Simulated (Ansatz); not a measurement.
# TaN: the cost of one run

Program: Ansatz 0.2.0. Level of theory: DFT PBE, scalar-relativistic, plane waves, PAW. These are calculated values, not measurements.

4 further runs of the same task are left out: 3 that didn't finish, 1 set aside as unsound or not needed.

## Step 1: The structure to begin with

The structure is cubic, space group Fm-3m (No. 225). Conventional cell: a = 4.358 Å, b = 4.358 Å, c = 4.358 Å, α = 90.00°, β = 90.00°, γ = 90.00°. Ta (site symmetry m-3m) has 6 N at 2.18 Å as nearest neighbours. N (site symmetry m-3m) is surrounded by 6 Ta at 2.18 Å.

Coordinates:

```xyz
2
Lattice="0.0000 2.1790 2.1790 2.1790 0.0000 2.1790 2.1790 2.1790 0.0000" Properties=species:S:1:pos:R:3 pbc="T T T"
Ta    2.1790    2.1790    2.1790
N     0.0000    0.0000    0.0000
```

No relaxation comes first: the listed cell is the starting point.

## Step 2: Zero of energy

The reference gives a free energy of -10317.8858 eV, pressure 14.56 GPa, largest force 0.000 eV/Å and gap on the mesh none (metal). It was computed beforehand with the settings of the runs below.

## Step 3: The scan: biaxial against axial strain

The cell is strained by p along both x and y and by q along z, with fractional coordinates fixed.

## Step 4: p = -0.050, q = -0.050

input.yaml

```yaml
crystal:
  lattice:
    - [0.0, 2.07005, 2.07005]
    - [2.07005, 0.0, 2.07005]
    - [2.07005, 2.07005, 0.0]
  atoms:
    - { symbol: Ta, position: [0.5, 0.5, 0.5] }
    - { symbol: "N", position: [0.0, 0.0, 0.0] }
basis:
  ecutwfc: 420
kpoints:
  mp_grid: { grid: [18, 18, 18] }
hamiltonian:
  xc: pbe
scf:
  occupations: { method: gaussian, width: 0.15 }
output:
  forces: true
  stress: true
  eigenvalues: true
```

On the command line:

```
> ansatz run input.yaml --threads 1 --pin off --max-ram 2560MiB --backend cpu --events-out ev --progress --plain --runs-dir out
```

Q: Estimate wall time and peak memory on 1 thread of Intel Xeon Platinum 8488C (Sapphire Rapids), shared host.

About 3.2 s, with a peak of 0.38 GiB.
